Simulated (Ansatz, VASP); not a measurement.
CuNi5 in VASP and in Ansatz

File INCAR:

```
  ALGO = Normal
  EDIFF = 1E-6
  ENCUT = 520
  GGA = PE
  ISIF = 2
  ISMEAR = 0
  ISPIN = 2
  LASPH = True
  LCHARG = True
  LELF = True
  LMAXMIX = 4
  LORBIT = 11
  LREAL = False
  LVHAR = True
  LWAVE = False
  MAGMOM = 0 0.66 0.66 0.66 0.66 0.66
  NBANDS = 44
  NELM = 150
  PREC = Accurate
  SIGMA = 0.1
```

KPOINTS

```
k-points
0
Gamma
  6 6 2
```

File POSCAR:

```
CuNi5
1.0
    2.4911983000      0.0000000000      0.0000000000
   -1.2455991000      2.1574410000      0.0000000000
    0.0000000000      0.0000000000     12.3539738000
Cu Ni
1 5
Direct
    0.6666667000      0.3333333000      0.0000000000
    0.3333333000      0.6666667000      0.8296560000
    0.3333333000      0.6666667000      0.1703440000
    0.3333333000      0.6666667000      0.5000000000
    0.6666667000      0.3333333000      0.3348860000
    0.6666667000      0.3333333000      0.6651140000
```

Input for Ansatz:

```yaml
crystal:
  lattice:
    - [2.4911983, 0.0, 0.0]
    - [-1.2455991, 2.157441, 0.0]
    - [0.0, 0.0, 12.3539738]
  atoms:
    - { symbol: Cu, position: [0.6666667, 0.3333333, 0.0] }
    - { symbol: Ni, position: [0.3333333, 0.6666667, 0.829656], spin: 0.66 }
    - { symbol: Ni, position: [0.3333333, 0.6666667, 0.170344], spin: 0.66 }
    - { symbol: Ni, position: [0.3333333, 0.6666667, 0.5], spin: 0.66 }
    - { symbol: Ni, position: [0.6666667, 0.3333333, 0.334886], spin: 0.66 }
    - { symbol: Ni, position: [0.6666667, 0.3333333, 0.665114], spin: 0.66 }
basis:
  ecutwfc: 420
kpoints:
  mp_grid: { grid: [6, 6, 2] }
hamiltonian:
  xc: pbe
scf:
  occupations: { method: gaussian, width: 0.1 }
  lower_state_search: "off"
output:
  forces: true
  stress: true
  eigenvalues: true
  populations: true
magnetization:
  spin_polarized: true
```

Alike in both runs: task single point; functional PBE; k mesh 6 × 6 × 2; occupations gaussian, width 0.1 eV; collinear spin.

```csv
,VASP,Ansatz
version,VASP 6.6.1,Ansatz 0.2.0
potentials or method,"VASP PAW PBE potentials, release 64 (Cu, Ni)","scalar-relativistic, plane waves, PAW"
plane-wave cutoff (eV),520,420
valence electrons in the cell,61,109
```

|  | VASP | Ansatz | Ansatz less VASP |
| --- | --- | --- | --- |
| gap on the k mesh at the Fermi level (eV) | none | none | - |
| pressure (GPa) | 0.2 | 0.2 | -0.09 |
| largest component of the traceless stress (GPa) | 0.23 | 0.21 | -0.021 |
| rms of the force components (eV/Å) | 0.022 | 0.020 | -0.0024 |
| net moment per atom (μB) | 0.52 | 0.52 | +0.004 |
| size of the moment on the site where the two differ most (μB) | 0.70 | 0.73 | +0.031 |

Site moments also hang on the region over which each program counts them. Atom by atom the forces differ by 0.003 eV/Å (rms over components). A gap of «none» marks a metal or a gap that the smearing closes. The two sets of potentials don't hold the same shells in valence.

Caveats: the k mesh is coarse (spacing up to 0.49 Å⁻¹), so the values aren't converged.
